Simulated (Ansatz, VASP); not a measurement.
Au in VASP and in Ansatz

File INCAR:

```
ALGO = Fast
EDIFF = 1E-7
ENCUT = 520
GGA = CA
ISIF = 2
ISMEAR = 0
LASPH = T
LCHARG = F
LREAL = F
LWAVE = F
NBANDS = 18
NELM = 100
PREC = Accurate
SIGMA = 0.1
```

KPOINTS

```
k-points
0
Gamma
  16 16 10
```

The input POSCAR:

```
Au
1.0
    1.3628596939     -2.4681878443      0.0000000000
    1.3628596939      2.4681878443      0.0000000000
    0.0000000000      0.0000000000      4.7251870973
Au
2
Direct
    0.6653279700      0.3346720300      0.2500000000
    0.3346720300      0.6653279700      0.7500000000
```

Input for Ansatz:

```yaml
crystal:
  lattice:
    - [1.3628596939, -2.4681878443, 0.0]
    - [1.3628596939, 2.4681878443, 0.0]
    - [0.0, 0.0, 4.7251870973]
  atoms:
    - { symbol: Au, position: [0.66532797, 0.33467203, 0.25] }
    - { symbol: Au, position: [0.33467203, 0.66532797, 0.75] }
basis:
  ecutwfc: 420
kpoints:
  mp_grid: { grid: [16, 16, 10] }
hamiltonian:
  xc: lda
scf:
  occupations: { method: gaussian, width: 0.1 }
output:
  forces: true
  stress: true
  eigenvalues: true
  populations: true
```

Alike in both runs: task single point; functional LDA; k mesh 16 × 16 × 10; occupations gaussian, width 0.1 eV; no spin polarisation.

|  | VASP | Ansatz |
| --- | --- | --- |
| version | VASP 6.6.1 | Ansatz 0.2.0 |
| potentials or method | VASP PAW LDA potentials, release 64 (Au) | scalar-relativistic, plane waves, PAW |
| plane-wave cutoff (eV) | 520 | 420 |
| valence electrons in the cell | 22 | 38 |

Ansatz gave:

```
gap on the k mesh at the Fermi level (eV)       : none
pressure (GPa)                                  : 9.7
largest component of the traceless stress (GPa) : 2.97
rms of the force components (eV/Å)              : 0.017
```

Q: What did VASP give for the same quantities?

A: gap on the k mesh at the Fermi level (eV): none; pressure (GPa): 10.3; largest component of the traceless stress (GPa): 3.09; rms of the force components (eV/Å): 0.018.

Atom by atom the forces differ by 0.001 eV/Å (rms over components). A gap of «none» marks a metal or a gap that the smearing closes. The two sets of potentials don't hold the same shells in valence.

Spin-orbit coupling is left out, which matters for the levels of Au.
